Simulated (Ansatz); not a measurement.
# Hg: the cost of one run

Method: DFT PBE, scalar-relativistic, plane waves, PAW, in Ansatz 0.2.0.

**1. The starting structure**

Symmetry: P6_3/mmc, No. 194, hexagonal system. Conventional cell: a = 3.462 Å, b = 3.462 Å, c = 5.488 Å, α = 90.00°, β = 90.00°, γ = 120.00°. Hg (site symmetry -6m2) is surrounded by 12 Hg at 3.39 to 3.46 Å.

As a file:

```cif
data_structure
_symmetry_space_group_name_H-M 'P 1'
_symmetry_Int_Tables_number 1
_cell_length_a 3.4618
_cell_length_b 3.4618
_cell_length_c 5.4875
_cell_angle_alpha 90.000
_cell_angle_beta 90.000
_cell_angle_gamma 120.000
_cell_volume 56.95
loop_
_atom_site_label
_atom_site_type_symbol
_atom_site_fract_x
_atom_site_fract_y
_atom_site_fract_z
_atom_site_occupancy
Hg1 Hg 0.66667 0.33333 0.75000 1
Hg2 Hg 0.33333 0.66667 0.25000 1
```

The structure comes from the Materials Project (structure only).

**2. Ground state at the listed geometry**

The input, input.yaml:

```yaml
crystal:
  lattice:
    - [3.4618096384, 0.0, 0.0]
    - [-1.7309048192, 2.9980150899, 0.0]
    - [0.0, 0.0, 5.48754828]
  atoms:
    - { symbol: Hg, position: [0.66666667, 0.33333333, 0.75] }
    - { symbol: Hg, position: [0.33333333, 0.66666667, 0.25] }
basis:
  ecutwfc: 500
  fft_grid_basis: typed
kpoints:
  mp_grid: { grid: [12, 12, 6] }
hamiltonian:
  xc: pbe
  pseudopotentials: { kind: paw }
scf:
  occupations: { method: gaussian, width: 0.05 }
output:
  forces: true
  stress: true
  eigenvalues: true
  bader: true
  write_density: true
  volumetric_format: npy
  elf: true
```

Launch:

```sh
ansatz run input.yaml --threads 1 --pin off --max-ram 2560MiB --backend cpu --events-out ev --progress --plain --runs-dir out
```

Q: Estimate wall time and peak memory on 1 thread of Arm Neoverse N1, shared host.

About 24 s, with a peak of 0.38 GiB.
